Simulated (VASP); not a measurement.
Set up this calculation in VASP 6.6.1, as the native input.

| Item | Value |
| --- | --- |
| Task | relaxation of cell and atoms |
| Functional | PBE |
| Potentials or basis | VASP PAW PBE potentials, release 64 (Si, C_s) |
| Cutoff | 480 eV |
| k mesh | 10 × 10 × 10 |
| Occupations | fermi-dirac, width 0.05 eV |
| Spin | no spin polarisation |
| Further INCAR settings | ALGO = Fast; EDIFF = 1e-07; IBRION = 2; EDIFFG = -0.005; NSW = 60; ISIF = 3 |

The structure of SiC (Moissanite 3C) lies in POSCAR:

```
SiC
1.0
    0.0000000000      2.1790000000      2.1790000000
    2.1790000000      0.0000000000      2.1790000000
    2.1790000000      2.1790000000      0.0000000000
Si C
1 1
Direct
    0.0000000000      0.0000000000      0.0000000000
    0.7500000000      0.7500000000      0.7500000000
```

One way to write it, as run:

INCAR

```
SYSTEM = SiC
  ALGO = Fast
  EDIFF = 1E-7
  EDIFFG = -0.005
  ENCUT = 480
  GGA = PE
  IBRION = 2
  ISIF = 3
  ISMEAR = -1
  LASPH = .TRUE.
  LCHARG = .FALSE.
  LREAL = .FALSE.
  LWAVE = .FALSE.
  NELM = 80
  NSW = 60
  PREC = Accurate
  SIGMA = 0.05
```

KPOINTS

```
k-points
0
G
  10 10 10
  0 0 0
```

Potentials or basis: VASP PAW PBE potentials, release 64 (Si, C_s).

Launch:

```console
$ cat potpaw_PBE.64/Si/POTCAR potpaw_PBE.64/C_s/POTCAR > POTCAR
$ mpirun -np 1 vasp_std > vasp.out
```

Results of the run:

| Item | Value |
| --- | --- |
| Relaxed volume | 10.49 Å³/atom |
| Relaxed cell | a = 3.096 Å, b = 3.096 Å, c = 3.096 Å, α = 60.00°, β = 60.00°, γ = 60.00° |
| Space group after relaxing (to 0.05 Å) | F-43m (No. 216) |
| Energy gained by relaxing | 1.4 meV/atom |
| Ionic steps | 3 |
| Pressure after relaxing | 0.0 GPa |
| Band gap on the k mesh | 1.38 eV, indirect (least direct gap 4.53 eV) |

Run time: 11 s on 1 thread of Intel(R) Xeon(R) Platinum 8488C (Sapphire Rapids) (shared host), peak memory 0.13 GiB.
